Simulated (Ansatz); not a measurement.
Nb under changes of volume

One of the cells (18.428 Å³/atom); the others are scaled copies at fixed shape and fractional positions:

```
Nb
1.0
    -1.66395    1.66395    1.66395
     1.66395   -1.66395    1.66395
     1.66395    1.66395   -1.66395
Nb
1
Direct
  0.00000 0.00000 0.00000
```

- Program: Ansatz 0.2.0
- Functional: PBEsol
- Potentials or basis: all-electron LAPW, scalar-relativistic
- Cutoff: 233 eV (chosen from the basis error)
- Basis error allowed: 0.0005 eV/atom
- k mesh: 11 × 11 × 11
- Occupations: fermi-dirac, width 0.05 eV
- Spin: no spin polarisation

| volume (Å³/atom) | energy over the lowest point (meV/atom) | pressure (GPa) |
| --- | --- | --- |
| 17.322 | ? | ? |
| 17.691 | 0.00 | -1.0 |
| 18.060 | 6.25 | -4.6 |
| 18.428 | 20.30 | -7.8 |
| 18.797 | 41.54 | -10.8 |
| 19.165 | 69.38 | -13.5 |
| 19.534 | 103.21 | -15.9 |

Problem. What does the run at 17.322 Å³/atom give?

Solution. Energy over the lowest point 2.14 meV/atom; pressure 2.8 GPa.

Worked out: A Birch-Murnaghan fit of order 3 (a polynomial in V^(-2/3)) to the other rows has its minimum at 17.60 Å³/atom, just outside them, with B0 = V·E''(V) = 182 GPa and B' = 3.3. It gives 2.37 meV/atom at 17.322 Å³/atom, against the run's 2.14, and -dE/dV = 3.0 GPa, against 2.8.

Energies are extrapolated to zero smearing.
